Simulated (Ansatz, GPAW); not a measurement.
Given: the input of a run of Ansatz 0.2.0 on Si. 

input.yaml

```yaml
crystal:
  lattice:
    - [0.0, 2.7218511865, 2.7218511865]
    - [2.7218511865, 0.0, 2.7218511865]
    - [2.7218511865, 2.7218511865, 0.0]
  atoms:
    - { symbol: Si, position: [0.5, 0.5, 0.5] }
    - { symbol: Si, position: [0.75, 0.75, 0.75] }
kpoints:
  mp_grid: { grid: [8, 8, 8] }
scf:
  occupations: { method: gaussian, width: 0.026 }
hamiltonian:
  xc: pbe
  pseudopotentials: { kind: all_electron, lapw: { basis_error: 0.001 } }
output:
  forces: true
  stress: true
  eigenvalues: true
```

Potentials or basis: all-electron LAPW, scalar-relativistic.

Run with:

```sh
$ ansatz run input.yaml --threads 1 --pin off --max-ram 3072MiB --backend cpu --events-out ev --progress --plain --runs-dir out
```

What does the same run look like in GPAW 26.7.0 (ASE script)? Potentials or basis there: GPAW PAW data sets (gpaw-data 1.2.1), cutoff 600 eV.

As run (cutoffs and basis follow the program's own potentials, and thresholds, step limits or extra output files can differ):

File run.py:

```python
from ase.dft.bandgap import bandgap
from ase.io import read, write
from ase.units import GPa
from gpaw import GPAW, PW

atoms = read('Si.xyz')

calc = GPAW(mode=PW(600),
            xc='PBE',
            kpts={'size': (8, 8, 8), 'gamma': True},
            occupations={'name': 'methfessel-paxton', 'order': 0, 'width': 0.026000000000000002},
            nbands=11,
            convergence={'density': 1e-05, 'energy': 1e-05},
            maxiter=150,
            txt='gpaw.txt')
atoms.calc = calc
energy = atoms.get_potential_energy()
forces = atoms.get_forces()
stress = atoms.get_stress()
calc.write('gs.gpw')
write('result.traj', atoms)
print(f'Energy: {energy:.6f} eV')
print('Forces (eV/A):')
print(forces.round(4))
print('Stress (GPa):', (stress / GPa).round(3))
print('Fermi level:', round(calc.get_fermi_level(), 4), 'eV')
print(f'Gap: {bandgap(calc)[0]:.4f} eV, direct: {bandgap(calc, direct=True)[0]:.4f} eV')
```

The input Si.xyz:

```xyz
2
Lattice="0.0000000000 2.7218511865 2.7218511865 2.7218511865 0.0000000000 2.7218511865 2.7218511865 2.7218511865 0.0000000000" Properties=species:S:1:pos:R:3 pbc="T T T"
Si     2.7218511865      2.7218511865      2.7218511865
Si     4.0827767798      4.0827767798      4.0827767798
```

Potentials or basis: GPAW PAW data sets (gpaw-data 1.2.1), pw.

Run with:

```console
$ OMP_NUM_THREADS=1 python run.py
```

Both were run:

|  | Ansatz | GPAW |
| --- | --- | --- |
| Pressure | 1.3 GPa | 1.6 GPa |

Where Ansatz's input types no cutoff or centring, it takes its own default and a Γ-centred mesh.

Pressure is positive in compression.
